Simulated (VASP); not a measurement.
Wanted: the native input for a VASP 6.6.1 run.

| Quantity | Value |
| --- | --- |
| Task | single point |
| Functional | LDA |
| Potentials or basis | VASP PAW LDA potentials, release 64 (Ag) |
| Cutoff | 520 eV |
| k mesh | 19 × 19 × 19 |
| Occupations | fermi-dirac, width 0.1 eV |
| Spin | no spin polarisation |
| Dipole correction | no |
| Further INCAR settings | ALGO = Normal; EDIFF = 1e-06; NBANDS = 12 |

The structure of Ag lies in POSCAR:

```
Ag
1.0
    2.6470827630      0.0000000000      0.0000000000
    0.0000000000      2.6470827630      0.0000000000
    0.0000000000      0.0000000000      2.6470827630
Ag
1
Direct
    0.0000000000      0.0000000000      0.0000000000
```

This isn't the form of Ag at room conditions, which is fcc.

One way to write it, as run:

INCAR

```
SYSTEM = Ag
ALGO     = Normal         ! electronic algorithm
EDIFF    = 1E-6           ! SCF threshold, eV
ENCUT    = 520            ! plane-wave cutoff, eV
GGA      = CA             ! functional
ISIF     = 2              ! what is computed and relaxed
ISMEAR   = -1             ! smearing method
LASPH    = .TRUE.         ! aspherical terms in the spheres
LCHARG   = .FALSE.        ! write CHGCAR
LREAL    = .FALSE.        ! projectors in reciprocal space
LWAVE    = .FALSE.        ! write WAVECAR
NBANDS   = 12             ! bands
NELM     = 100            ! most SCF steps
PREC     = Accurate       ! precision mode
SIGMA    = 0.1            ! smearing width, eV
```

KPOINTS

```
k-points
0
G
  19 19 19
  0 0 0
```

Potentials or basis: VASP PAW LDA potentials, release 64 (Ag).

Launch:

```console
$ cat potpaw_LDA.64/Ag/POTCAR > POTCAR
$ mpirun -np 1 vasp_std > vasp.out
```

It gave:

```json
{"Pressure": "0.1 GPa", "Band gap on the k mesh": "none (metal or under the smearing width)"}
```

Run time: 20 s on 1 thread of AMD EPYC 9R14 (Zen 4), on a shared host, peak memory 0.12 GiB.
